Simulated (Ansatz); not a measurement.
Input of an Ansatz 0.2.0 run:

input.yaml

```yaml
crystal:
  lattice:
    - [3.16, 0.0, 0.0]
    - [0.0, 3.16, 0.0]
    - [0.0, 0.0, 3.16]
  atoms:
    - { symbol: Sb, position: [0.0, 0.0, 0.0] }
kpoints:
  mp_grid: { grid: [8, 8, 8] }
  band_path:
    path:
      - [0.0, 0.0, 0.0]
      - [0.0, 0.5, 0.0]
      - [0.5, 0.5, 0.0]
      - [0.0, 0.0, 0.0]
      - [0.5, 0.5, 0.5]
      - [0.0, 0.5, 0.0]
    npoints: 12
scf:
  occupations: { method: fermi_dirac, width: 0.05 }
hamiltonian:
  xc: pbesol
  pseudopotentials: { kind: all_electron, lapw: { basis_error: 0.001 } }
output:
  forces: true
  stress: true
  eigenvalues: true
```

Potentials or basis: all-electron LAPW, scalar-relativistic.

The run is started by

```sh
$ ansatz run input.yaml --threads 1 --pin off --max-ram 3072MiB --backend cpu --events-out ev --progress --plain --runs-dir out
```

(1) Predict the pressure.

(2) What does it give for the band gap along the path?

Answers

(1) -4.7 GPa.

(2) none (metal or under the smearing width).

Caveat: spin-orbit coupling is left out, which moves the levels of the heavy elements.
